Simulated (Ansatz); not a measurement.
**Nickel, bcc under RPBE: ground state and equation of state**

The plan for nickel in the bcc structure: relax it, solve it on a dense k-mesh, then scale the cell to 7 volumes from 88 to 112 % of the relaxed one and try a fit of the equation of state. Spin polarisation is left out, though the real metal is magnetic, so this state lies above the ground state. The k-meshes are 16×16×16 for the relaxation; 26×26×26 for the dense run; 18×18×18 for the volumes.

This is Ni in the bcc structure; at room conditions it is fcc.

Method: DFT RPBE, plane waves (420 eV) with PAW, scalar-relativistic; PAW files made under PBE, frozen cores solved again for the functional, in Ansatz 0.2.0.

## (1) The starting structure

Symmetry: Im-3m, No. 229, cubic system. Conventional cell: a = 2.797 Å, b = 2.797 Å, c = 2.797 Å, α = 90.00°, β = 90.00°, γ = 90.00°. Ni (site symmetry m-3m) has 8 Ni at 2.42 Å as nearest neighbours.

Structure file:

```
CELL_PARAMETERS angstrom
-1.39845 1.39845 1.39845
1.39845 -1.39845 1.39845
1.39845 1.39845 -1.39845
ATOMIC_POSITIONS crystal
Ni 0.00000 0.00000 0.00000
```

## (2) Geometry optimisation

input.yaml

```yaml
crystal:
  lattice:
    - [-1.3984527048, 1.3984527048, 1.3984527048]
    - [1.3984527048, -1.3984527048, 1.3984527048]
    - [1.3984527048, 1.3984527048, -1.3984527048]
  atoms:
    - { symbol: Ni, position: [0.0, 0.0, 0.0] }
hamiltonian:
  xc: rpbe
  pseudopotentials:
    kind: paw
    azcp:
      Ni: "pseudopotentials/Ni.paw.azcp"
basis:
  ecutwfc: 420
  fft_grid_basis: typed
kpoints:
  mp_grid: { grid: [16, 16, 16], shift: [0, 0, 0] }
magnetization:
  spin_polarized: false
scf:
  occupations: { method: fermi_dirac, width: 0.1 }
relax:
  max_steps: 60
  f_tol: 0.01
  cell: {}
```

Standard output:

```text
Warning: RAYON_NUM_THREADS=2 ignored (pool sized by the plan → 2); use --threads N
Engine: ansatz 0.2.0, x86_64-unknown-linux-gnu
Pseudopotentials: kind: paw
Pseudopotential: Ni, paw, valence charge 18, recommended cutoff 420 eV (normal), <dir>
Functional definition: RPBE
  parameter kappa = 0.804
  parameter beta = 0.06672455060314922
  exchange = rpbe_x(kappa = kappa, mu = beta*pi^2/3)
  correlation = pbe_c(beta = beta)
Crystal: 1 atoms, lattice volume = 10.940 Å³
Basis set: ecut = 420 eV, 201 PW (Γ), exchange–correlation on 36×36×36 points (8 copies of the dense FFT grid, shifted against one another)
Bands: 13, of which v1, the nominal top of the filled ones, is band 9 counted from 1 (8 counted from 0)
Symmetry: 48 space group operations
Space group: Im-3m (ITA 229), of the structure as read, at distance tolerance 2.2e-5 Å
k-points: 145 of 4096
Non-local potential: Ni, projectors of the file, l = 0: 3, l = 1: 2, l = 2: 3, l = 3: 1
PAW form: soft (Blöchl's): semilocal exchange-correlation on the pseudo side does not see the compensation charge
PAW frozen core: Ni, regenerated for the run's functional, and the local potential with it (the file was generated under x = pbe(κ = 0.804, μ = 0.2195149727645171), c = pbe(β = 0.06672455060314922))
PAW one-centre angular grid: Ni, 590 points (default); XC on 64 Gauss nodes
Initial density: superposition of atomic densities (neutral atoms: chi_scale 0, normalization atom), corrected by the library's trained network
Initial wavefunctions: pseudopotential atomic-orbital guess
Functional: x = rpbe, c = pbe(β = 0.06672455060314922)
SCF iter   1: F=—  HF=-5844.648191 eV  |F-HF|=—  |Δ(HF+E_count)|=         —  Δρ=8.76e-3  dr2=3.85e-3  ethr=1.77e-3  ⟨swp⟩=5.0  Hψ=9803  notcnv=0
preconditioner: auto → none  [metal: Δε(μ)=0.005 eV  Ē_g=14.129 eV  σ=0.100 eV  W_gap=0.01  n_scr=0 (ndim 8)  ℏωp=35.5 eV  f_vac=0.000  D(μ)=2.14/eV (n_scr^D=42)]
SCF iter   2: F=—  HF=-5844.647570 eV  |F-HF|=—  |Δ(HF+E_count)|=   6.21e-4  Δρ=9.37e-4  dr2=3.40e-5  ethr=2.14e-5  ⟨swp⟩=1.7  Hψ=3609  notcnv=0
SCF iter   3: F=—  HF=-5844.647607 eV  |F-HF|=—  |Δ(HF+E_count)|=   3.65e-5  Δρ=4.99e-4  dr2=8.12e-6  ethr=1.89e-7  ⟨swp⟩=2.1  Hψ=2702  notcnv=0
iter 4 did not close the SCF: its close was put off for the readings that it lacked (scf_convergence_deferred on its scf_iter line)
SCF iter   4: F=-5844.647621 eV  HF=-5844.647621 eV  |F-HF|=7.13e-8  |Δ(HF+E_count)|=   1.46e-5  Δρ=3.52e-5  dr2=8.08e-8  ethr=4.51e-8  ⟨swp⟩=2.1  Hψ=2544  notcnv=0
iter 5 did not close the SCF: its close was put off for the readings that it lacked (scf_convergence_deferred on its scf_iter line)
SCF iter   5: F=-5844.647621 eV  HF=-5844.647621 eV  |F-HF|=6.64e-11  |Δ(HF+E_count)|=   4.37e-9  Δρ=1.47e-6  dr2=4.14e-11  ethr=4.49e-10  ⟨swp⟩=2.3  Hψ=3115  notcnv=0
SCF iter   6: F=-5844.647621 eV  HF=-5844.647621 eV  |F-HF|=0.00e0  |Δ(HF+E_count)|=  9.37e-11  Δρ=1.87e-7  dr2=7.68e-13  ethr=1.00e-12  ⟨swp⟩=1.7  Hψ=5292  notcnv=0
SCF 1 converged in 6 iterations: F = -5844.647621 eV  dr2 = 7.68e-13
relax step   1: F+E_penalty+E_count = -5844.64762131 eV  Δ(F+E_penalty+E_count) = +0.000e0 eV  max|allowed force component| = 0.000e0 eV/Å  Δτ_max = 0.0000 Å  P = +5.201 GPa  Ω = 10.940 Å³  (6 SCF iters, dr2 threshold 1.00e-7 eV, accepted)
Crystal: 1 atoms, lattice volume = 11.086 Å³
Basis set: ecut = 420 eV, 225 PW (Γ), exchange–correlation on 36×36×36 points (8 copies of the dense FFT grid, shifted against one another)
Initial density: handed on by an earlier stage of this run
Initial wavefunctions: those handed on with the density
iter 1 solved again at ethr=1.68e-6 eV; its pass at ethr=3.10e-3 eV (dr2=3.03e-4 eV) is discarded
SCF iter   1: F=—  HF=-5844.651137 eV  |F-HF|=—  |Δ(HF+E_count)|=         —  Δρ=2.13e-3  dr2=2.96e-4  ethr=1.68e-6  ⟨swp⟩=2.0  Hψ=12314  notcnv=0
preconditioner: auto → none  [metal: Δε(μ)=0.005 eV  Ē_g=13.971 eV  σ=0.100 eV  W_gap=0.01  n_scr=0 (ndim 8)  ℏωp=35.3 eV  f_vac=0.000  D(μ)=2.18/eV (n_scr^D=42)]
SCF iter   2: F=—  HF=-5844.651090 eV  |F-HF|=—  |Δ(HF+E_count)|=   4.73e-5  Δρ=3.75e-4  dr2=9.42e-6  ethr=1.64e-6  ⟨swp⟩=1.1  Hψ=1923  notcnv=0
SCF iter   3: F=—  HF=-5844.651087 eV  |F-HF|=—  |Δ(HF+E_count)|=   3.32e-6  Δρ=8.17e-5  dr2=3.70e-7  ethr=5.23e-8  ⟨swp⟩=1.1  Hψ=1955  notcnv=0
iter 4 did not close the SCF: its close was put off for the readings that it lacked (scf_convergence_deferred on its scf_iter line)
SCF iter   4: F=-5844.651087 eV  HF=-5844.651087 eV  |F-HF|=2.71e-9  |Δ(HF+E_count)|=   2.49e-8  Δρ=6.26e-6  dr2=5.93e-10  ethr=2.05e-9  ⟨swp⟩=2.0  Hψ=2522  notcnv=0
iter 5 did not close the SCF: its close was put off for the readings that it lacked (scf_convergence_deferred on its scf_iter line)
SCF iter   5: F=-5844.651087 eV  HF=-5844.651087 eV  |F-HF|=1.46e-11  |Δ(HF+E_count)|=   2.90e-9  Δρ=4.10e-7  dr2=7.31e-12  ethr=3.30e-12  ⟨swp⟩=2.1  Hψ=3195  notcnv=0
SCF iter   6: F=-5844.651087 eV  HF=-5844.651087 eV  |F-HF|=9.09e-13  |Δ(HF+E_count)|=  9.09e-13  Δρ=2.92e-8  dr2=2.43e-14  ethr=1.00e-12  ⟨swp⟩=1.5  Hψ=4520  notcnv=0
SCF 2 converged in 6 iterations: F = -5844.651087 eV  dr2 = 2.43e-14
relax step   2: F+E_penalty+E_count = -5844.65108682 eV  Δ(F+E_penalty+E_count) = -3.466e-3 eV  max|allowed force component| = 0.000e0 eV/Å  Δτ_max = 0.0000 Å  P = +2.613 GPa  Ω = 11.086 Å³  energy of the carried Pulay correction = -8.956e-5 eV  (6 SCF iters, dr2 threshold 1.00e-7 eV, accepted)
Crystal: 1 atoms, lattice volume = 11.238 Å³
iter 1 solved again at ethr=1.96e-6 eV; its pass at ethr=3.10e-3 eV (dr2=3.53e-4 eV) is discarded
SCF iter   1: F=—  HF=-5844.652332 eV  |F-HF|=—  |Δ(HF+E_count)|=         —  Δρ=2.19e-3  dr2=3.17e-4  ethr=1.96e-6  ⟨swp⟩=2.0  Hψ=12380  notcnv=0
preconditioner: auto → none  [metal: Δε(μ)=0.005 eV  Ē_g=13.825 eV  σ=0.100 eV  W_gap=0.01  n_scr=0 (ndim 8)  ℏωp=35.0 eV  f_vac=0.000  D(μ)=2.22/eV (n_scr^D=42)]
SCF iter   2: F=—  HF=-5844.652282 eV  |F-HF|=—  |Δ(HF+E_count)|=   4.96e-5  Δρ=4.04e-4  dr2=1.10e-5  ethr=1.76e-6  ⟨swp⟩=1.1  Hψ=1924  notcnv=0
SCF iter   3: F=—  HF=-5844.652280 eV  |F-HF|=—  |Δ(HF+E_count)|=   2.22e-6  Δρ=7.37e-5  dr2=2.81e-7  ethr=6.11e-8  ⟨swp⟩=1.2  Hψ=1981  notcnv=0
iter 4 did not close the SCF: its close was put off for the readings that it lacked (scf_convergence_deferred on its scf_iter line)
SCF iter   4: F=-5844.652280 eV  HF=-5844.652280 eV  |F-HF|=1.88e-9  |Δ(HF+E_count)|=   4.28e-8  Δρ=6.89e-6  dr2=1.11e-9  ethr=1.56e-9  ⟨swp⟩=2.6  Hψ=3105  notcnv=0
iter 5 did not close the SCF: its close was put off for the readings that it lacked (scf_convergence_deferred on its scf_iter line)
SCF iter   5: F=-5844.652280 eV  HF=-5844.652280 eV  |F-HF|=5.82e-11  |Δ(HF+E_count)|=   2.28e-9  Δρ=9.74e-7  dr2=4.82e-11  ethr=6.14e-12  ⟨swp⟩=2.0  Hψ=3082  notcnv=0
SCF iter   6: F=-5844.652280 eV  HF=-5844.652280 eV  |F-HF|=0.00e0  |Δ(HF+E_count)|=  1.09e-11  Δρ=4.94e-8  dr2=7.51e-14  ethr=1.00e-12  ⟨swp⟩=1.5  Hψ=4544  notcnv=0
SCF 3 converged in 6 iterations: F = -5844.652280 eV  dr2 = 7.51e-14
relax step   3: F+E_penalty+E_count = -5844.65227988 eV  Δ(F+E_penalty+E_count) = -1.193e-3 eV  max|allowed force component| = 0.000e0 eV/Å  Δτ_max = 0.0000 Å  P = +0.131 GPa  Ω = 11.238 Å³  energy of the carried Pulay correction = -1.812e-4 eV  (6 SCF iters, dr2 threshold 1.00e-7 eV, accepted)
Crystal: 1 atoms, lattice volume = 11.246 Å³
iter 1 solved again at ethr=6.09e-9 eV; its pass at ethr=3.10e-3 eV (dr2=1.10e-6 eV) is discarded
SCF iter   1: F=—  HF=-5844.652278 eV  |F-HF|=—  |Δ(HF+E_count)|=         —  Δρ=1.19e-4  dr2=9.35e-7  ethr=6.09e-9  ⟨swp⟩=2.0  Hψ=11931  notcnv=0
preconditioner: auto → none  [metal: Δε(μ)=0.004 eV  Ē_g=13.811 eV  σ=0.100 eV  W_gap=0.01  n_scr=0 (ndim 8)  ℏωp=35.0 eV  f_vac=0.000  D(μ)=2.22/eV (n_scr^D=42)]
iter 2 did not close the SCF: its close was put off for the readings that it lacked (scf_convergence_deferred on its scf_iter line)
SCF iter   2: F=-5844.652278 eV  HF=-5844.652278 eV  |F-HF|=1.46e-8  |Δ(HF+E_count)|=   4.52e-7  Δρ=2.23e-5  dr2=3.32e-8  ethr=5.19e-9  ⟨swp⟩=1.1  Hψ=1920  notcnv=0
iter 3 did not close the SCF: its close was put off for the readings that it lacked (scf_convergence_deferred on its scf_iter line)
SCF iter   3: F=-5844.652278 eV  HF=-5844.652278 eV  |F-HF|=2.55e-11  |Δ(HF+E_count)|=   3.31e-9  Δρ=3.90e-6  dr2=7.63e-10  ethr=1.84e-10  ⟨swp⟩=1.2  Hψ=2028  notcnv=0
iter 4 did not close the SCF: its close was put off for the readings that it lacked (scf_convergence_deferred on its scf_iter line)
SCF iter   4: F=-5844.652278 eV  HF=-5844.652278 eV  |F-HF|=2.73e-12  |Δ(HF+E_count)|=  1.56e-10  Δρ=4.15e-7  dr2=5.25e-12  ethr=4.24e-12  ⟨swp⟩=2.6  Hψ=3122  notcnv=0
iter 5 did not close the SCF: its close was put off for the readings that it lacked (scf_convergence_deferred on its scf_iter line)
SCF iter   5: F=-5844.652278 eV  HF=-5844.652278 eV  |F-HF|=1.82e-12  |Δ(HF+E_count)|=  4.55e-12  Δρ=9.00e-8  dr2=4.29e-13  ethr=1.00e-12  ⟨swp⟩=1.0  Hψ=1885  notcnv=0
SCF iter   6: F=-5844.652278 eV  HF=-5844.652278 eV  |F-HF|=0.00e0  |Δ(HF+E_count)|=    0.00e0  Δρ=5.09e-9  dr2=1.09e-15  ethr=1.00e-12  ⟨swp⟩=1.4  Hψ=4410  notcnv=0
SCF 4 converged in 6 iterations: F = -5844.652278 eV  dr2 = 1.09e-15
relax step   4: F+E_penalty+E_count = -5844.65227828 eV  Δ(F+E_penalty+E_count) = +1.591e-6 eV  max|allowed force component| = 0.000e0 eV/Å  Δτ_max = 0.0000 Å  P = +0.000 GPa  Ω = 11.246 Å³  energy of the carried Pulay correction = -1.862e-4 eV  (6 SCF iters, dr2 threshold 4.30e-8 eV, accepted)
Initial wavefunctions: pseudopotential atomic-orbital guess (no wavefunctions were taken with the density)
iter 1 solved again at ethr=2.35e-7 eV; its pass at ethr=3.10e-3 eV (dr2=4.24e-5 eV) is discarded
SCF iter   1: F=—  HF=-5844.652388 eV  |F-HF|=—  |Δ(HF+E_count)|=         —  Δρ=4.08e-4  dr2=4.62e-7  ethr=2.35e-7  ⟨swp⟩=2.2  Hψ=13736  notcnv=0
preconditioner: auto → none  [metal: Δε(μ)=0.004 eV  Ē_g=13.810 eV  σ=0.100 eV  W_gap=0.01  n_scr=0 (ndim 8)  ℏωp=35.0 eV  f_vac=0.000  D(μ)=2.22/eV (n_scr^D=42)]
SCF iter   2: F=—  HF=-5844.652423 eV  |F-HF|=—  |Δ(HF+E_count)|=   3.57e-5  Δρ=2.08e-4  dr2=2.16e-7  ethr=2.57e-9  ⟨swp⟩=2.2  Hψ=3169  notcnv=0
SCF iter   3: F=—  HF=-5844.652436 eV  |F-HF|=—  |Δ(HF+E_count)|=   1.24e-5  Δρ=2.49e-5  dr2=2.22e-8  ethr=1.20e-9  ⟨swp⟩=1.5  Hψ=2025  notcnv=0
SCF iter   4: F=—  HF=-5844.652436 eV  |F-HF|=—  |Δ(HF+E_count)|=   6.97e-8  Δρ=6.90e-6  dr2=3.07e-10  ethr=1.24e-10  ⟨swp⟩=2.3  Hψ=2532  notcnv=0
iter 5 did not close the SCF: its close was put off for the readings that it lacked (scf_convergence_deferred on its scf_iter line)
SCF iter   5: F=-5844.652436 eV  HF=-5844.652436 eV  |F-HF|=1.82e-12  |Δ(HF+E_count)|=   1.35e-8  Δρ=1.26e-7  dr2=7.60e-13  ethr=1.70e-12  ⟨swp⟩=2.3  Hψ=2921  notcnv=0
SCF iter   6: F=-5844.652436 eV  HF=-5844.652436 eV  |F-HF|=1.82e-12  |Δ(HF+E_count)|=  9.09e-13  Δρ=1.85e-8  dr2=4.33e-15  ethr=1.00e-12  ⟨swp⟩=3.8  Hψ=7339  notcnv=0
SCF 5 converged in 6 iterations: F = -5844.652436 eV  dr2 = 4.33e-15
relax step   5: F+E_penalty+E_count = -5844.65243582 eV  Δ(F+E_penalty+E_count) = -1.575e-4 eV  max|allowed force component| = 0.000e0 eV/Å  Δτ_max = 0.0000 Å  P = -0.038 GPa  Ω = 11.246 Å³  stress off target by 3.77e-2 GPa  SCF on the basis re-selected at this cell (its energy is not comparable with the rows above)  (6 SCF iters)
basis re-selected at this cell: Δ(F+E_penalty+E_count) = -1.575e-4 eV, ΔP = -0.038 GPa vs the last step (what re-selecting the basis moved, of the pressure what is left beyond the Pulay correction that the steps carried, after the strain that the cell walked since its last selection, with what the two solves' SCF thresholds leave and, on support functions, any second-order correction that the steps lacked; it is no measure of the basis error at this ecutwfc). This SCF's stress stands 3.77e-2 GPa from its target on what of the cell is left free (relax.cell.stress_tol is 5.00e-2 GPa) and its largest allowed force component is 0.00e0 eV/Å (relax.f_tol is 1.00e-2 eV/Å): within both
SCF converged after 6 iterations
Free energy (F): -5844.652436 eV
Harris-Foulkes:  -5844.652436 eV  (|F-HF|=1.82e-12)
Internal energy: -5844.579086 eV  (E = F + TS)
E sigma→0 (E₀):  -5844.615761 eV
Entropy (-TS):   -0.073350 eV (-73.350 meV/atom)
Fermi energy:    17.378910 eV
--- Per-component energies (eV) ---
  E_band       = -293.260780
  E_kinetic    = 281.617882
  E_local      = -3494.021093  (includes V_loc(G=0)·N_el)
  E_nonlocal   = 636.745053
  E_hartree    = 1458.979856
  E_xc         = -84.396285
  E_vxc        = -108.671566  (∫ρ·V_xc dr)
  E_paw        = -1636.016095  (= ΣΔE_a)
  E_vpaw       = -526.891360  (= ΣTr[D̂ρ^β])
  E_aug_tail   = 0.000589  (compensation charges beyond the density's cutoff)
  E_ewald      = -3007.444647
  E_core_change = -0.044345  (= ΣΔE_core)
  E_smearing   = -0.073350  (= −TS)
  E_closure    = -0.000000  (closes the sum)
  Σ components = -5844.652436   (vs F -5844.652436, Δ=0.00e0)
--- Forces (eV/Å), atoms counted from 1 ---
  atom   1  Ni    -0.00000000     0.00000000    -0.00000000
  max |Σ_I F_I| component: 4.11e-32 eV/Å
--- Stress (GPa, compression-positive) ---
       -0.037692      -0.000000      -0.000000
        0.000000      -0.037692       0.000000
        0.000000      -0.000000      -0.037692
  P = ⅓ Tr σ = -0.0377 GPa (-0.377 kbar)
--- Relaxed structure (4 steps of the walk, 4 accepted, 1 SCFs on fresh bases) ---
  F+E_penalty+E_count = -5844.65243582 eV   max|allowed force component| = 0.000e0 eV/Å   (the final SCF, on the basis selected at the relaxed cell)
  cell:  # Å, volume = 11.2462 Å³
    - [-1.411396680038872, 1.411396680038872, 1.411396680038872]
    - [1.411396680038872, -1.411396680038872, 1.411396680038872]
    - [1.411396680038872, 1.411396680038872, -1.411396680038872]
  atoms:
    - { symbol: Ni, position: [0.0, 0.0, 0.0] }
```

Wall time 2.1 s (2 threads of an x86-64 CPU, shared host); peak memory 0.37 GiB.

The steps of the relaxation:

| step | energy change (meV/atom) | largest force (eV/Å) | pressure (GPa) | volume (Å³/atom) |
| --- | --- | --- | --- | --- |
| 1 | 0.00 | 0.0000 | 5.20 | 10.940 |
| 2 | -3.47 | 0.0000 | 2.61 | 11.086 |
| 3 | -4.66 | 0.0000 | 0.13 | 11.238 |
| 4 | -4.66 | 0.0000 | 0.00 | 11.246 |
| 5 | -4.81 | 0.0000 | -0.04 | 11.246 |

Steps that repeat a cell are solved on a basis chosen anew, so their changes of energy are no gain of the relaxation.

The cell of the run, before and after:

|  | before | after | change |
| --- | --- | --- | --- |
| a (Å) | 2.422 | 2.445 | +0.9 % |
| b (Å) | 2.422 | 2.445 | +0.9 % |
| c (Å) | 2.422 | 2.445 | +0.9 % |
| volume (Å³/atom) | 10.940 | 11.246 | +2.8 % |
| shortest distance (Å) | 2.422 | 2.445 | +0.9 % |
| space group (spins left aside) | Im-3m | Im-3m | same |

## (3) Single point on a dense mesh

input.yaml

```yaml
crystal:
  lattice:
    - [-1.41139668, 1.41139668, 1.41139668]
    - [1.41139668, -1.41139668, 1.41139668]
    - [1.41139668, 1.41139668, -1.41139668]
  atoms:
    - { symbol: Ni, position: [0.0, 0.0, 0.0] }
hamiltonian:
  xc: rpbe
  pseudopotentials:
    kind: paw
    azcp:
      Ni: "pseudopotentials/Ni.paw.azcp"
basis:
  ecutwfc: 420
  fft_grid_basis: typed
kpoints:
  mp_grid: { grid: [26, 26, 26], shift: [0, 0, 0] }
magnetization:
  spin_polarized: false
scf:
  occupations: { method: fermi_dirac, width: 0.1 }
output:
  write_density: true
  write_potential: true
  elf: true
  volumetric_format: npy
```

Standard output, cut to the lines that bear on the results:

```text
Warning: RAYON_NUM_THREADS=2 ignored (pool sized by the plan → 2); use --threads N
[...]
[... 3 set-up lines as earlier in the session ...]
[...]
Crystal: 1 atoms, lattice volume = 11.246 Å³
Basis set: ecut = 420 eV, 225 PW (Γ)
Bands: 13, of which v1, the nominal top of the filled ones, is band 9 counted from 1 (8 counted from 0)
[... 2 set-up lines as earlier in the session ...]
k-points: 511 of 17576
[...]
SCF iter   1: F=—  HF=-5844.653672 eV  |F-HF|=—  |Δ(HF+E_count)|=         —  Δρ=8.98e-3  dr2=4.21e-3  ethr=1.77e-3  ⟨swp⟩=5.1  Hψ=34584  notcnv=0
[...]
SCF iter   6: F=-5844.653074 eV  HF=-5844.653074 eV  |F-HF|=9.09e-13  |Δ(HF+E_count)|=  8.19e-12  Δρ=3.87e-7  dr2=6.54e-12  ethr=1.00e-12  ⟨swp⟩=1.2  Hψ=19788  notcnv=0
[...]
SCF converged after 6 iterations
Free energy (F): -5844.653074 eV
[...]
E sigma→0 (E₀):  -5844.617150 eV
Entropy (-TS):   -0.071848 eV (-71.848 meV/atom)
Fermi energy:    17.380000 eV
[...]
--- Band table (eV; the first three rows and the last of 511) ---
  k-point 0: bands = ["-85.6888", "-45.8920", "-45.8920", "-45.8920", "8.6758", "15.5581", "15.5581", "15.5581", "16.8260", "16.8260", "43.2461", "43.2461", "43.2461"]
[...]
```

Run time: 1.6 s. Hardware: 2 threads of an x86-64 CPU, shared host; peak memory 0.41 GiB.

The maps below are laid out on this run's own conventional cell (a, b, c = 2.823, 2.823, 2.823 Å).

Density in a lattice plane of the grid's cell (edges 2.82 and 2.82 Å, at 0.000 of the third edge), which holds Ni.

Ten even steps from '0' (0.22 e/Å³) to '9' (60.75 e/Å³):
```
764210000000000000001246
443110000000000000001134
221000000000000000000012
000000000000000000000000
000000000000000000000000
000000000000000000000000
000000000000000000000000
000000000000000000000000
000000000000000000000000
000000000000000000000000
000000000000000000000000
000000000000000000000000
000000000000000000000000
000000000000000000000000
000000000000000000000000
000000000000000000000000
221000000000000000000012
443110000000000000001134
764210000000000000001246
986310000000000000001368
```
Columns run along the first of these edges and rows up along the second, over one cell in 24 and 20 even steps from the bottom left corner. Atoms in the plane (fractional): Ni at (0.00, 0.00).

ELF in the same plane.

Values, 12 rows by 12 columns:
```
0.60 0.50 0.35 0.23 0.18 0.21 0.27 0.21 0.18 0.23 0.35 0.50
0.41 0.35 0.26 0.19 0.18 0.24 0.28 0.24 0.18 0.19 0.26 0.35
0.26 0.23 0.19 0.17 0.21 0.27 0.29 0.27 0.21 0.17 0.19 0.23
0.18 0.18 0.18 0.21 0.26 0.28 0.28 0.28 0.26 0.21 0.18 0.18
0.20 0.21 0.24 0.27 0.28 0.27 0.27 0.27 0.28 0.27 0.24 0.21
0.26 0.27 0.28 0.29 0.28 0.27 0.26 0.27 0.28 0.29 0.28 0.27
0.20 0.21 0.24 0.27 0.28 0.27 0.27 0.27 0.28 0.27 0.24 0.21
0.18 0.18 0.18 0.21 0.26 0.28 0.28 0.28 0.26 0.21 0.18 0.18
0.26 0.23 0.19 0.17 0.21 0.27 0.29 0.27 0.21 0.17 0.19 0.23
0.41 0.35 0.26 0.19 0.18 0.24 0.28 0.24 0.18 0.19 0.26 0.35
0.60 0.50 0.35 0.23 0.18 0.21 0.27 0.21 0.18 0.23 0.35 0.50
0.73 0.60 0.41 0.26 0.18 0.20 0.26 0.20 0.18 0.26 0.41 0.60
```
Columns run along the first of these edges and rows up along the second, over one cell in 12 and 12 even steps from the bottom left corner. Atoms in the plane (fractional): Ni at (0.00, 0.00).

Both are smooth fields of the valence electrons: close to the nuclei they are not physical.

## (4) The cell scaled to 88 % of its volume

input.yaml

```yaml
crystal:
  lattice:
    - [-1.3525188158, 1.3525188158, 1.3525188158]
    - [1.3525188158, -1.3525188158, 1.3525188158]
    - [1.3525188158, 1.3525188158, -1.3525188158]
  atoms:
    - { symbol: Ni, position: [0.0, 0.0, 0.0] }
hamiltonian:
  xc: rpbe
  pseudopotentials:
    kind: paw
    azcp:
      Ni: "pseudopotentials/Ni.paw.azcp"
basis:
  ecutwfc: 420
  fft_grid_basis: typed
kpoints:
  mp_grid: { grid: [18, 18, 18], shift: [0, 0, 0] }
magnetization:
  spin_polarized: false
scf:
  occupations: { method: fermi_dirac, width: 0.1 }
  lower_state_search: "off"
output:
  stress: true
```

Standard output, cut to the lines that bear on the results:

```text
Warning: RAYON_NUM_THREADS=2 ignored (pool sized by the plan → 2); use --threads N
[...]
[... 3 set-up lines as earlier in the session ...]
[...]
Crystal: 1 atoms, lattice volume = 9.897 Å³
Basis set: ecut = 420 eV, 201 PW (Γ)
Bands: 13, of which v1, the nominal top of the filled ones, is band 9 counted from 1 (8 counted from 0)
[... 1 set-up line as earlier in the session ...]
Space group: Im-3m (ITA 229), of the structure as read, at distance tolerance 2.1e-5 Å
k-points: 195 of 5832
[...]
SCF iter   1: F=—  HF=-5844.539699 eV  |F-HF|=—  |Δ(HF+E_count)|=         —  Δρ=9.05e-3  dr2=3.70e-3  ethr=1.77e-3  ⟨swp⟩=5.2  Hψ=13590  notcnv=0
[...]
SCF iter   6: F=-5844.539088 eV  HF=-5844.539088 eV  |F-HF|=1.18e-11  |Δ(HF+E_count)|=  2.80e-10  Δρ=3.58e-7  dr2=5.74e-12  ethr=1.96e-12  ⟨swp⟩=1.9  Hψ=7927  notcnv=0
[...]
SCF converged after 6 iterations
Free energy (F): -5844.539088 eV
[...]
E sigma→0 (E₀):  -5844.509821 eV
Entropy (-TS):   -0.058534 eV (-58.534 meV/atom)
Fermi energy:    20.395795 eV
[...]
--- Stress (GPa, compression-positive) ---
       30.826738      -0.000000       0.000000
        0.000000      30.826738       0.000000
       -0.000000      -0.000000      30.826738
  P = ⅓ Tr σ = 30.8267 GPa (308.267 kbar)
```

It took 0.61 s on 2 threads of an x86-64 CPU, shared host; peak memory 0.35 GiB.

[end of part 1 of 2]
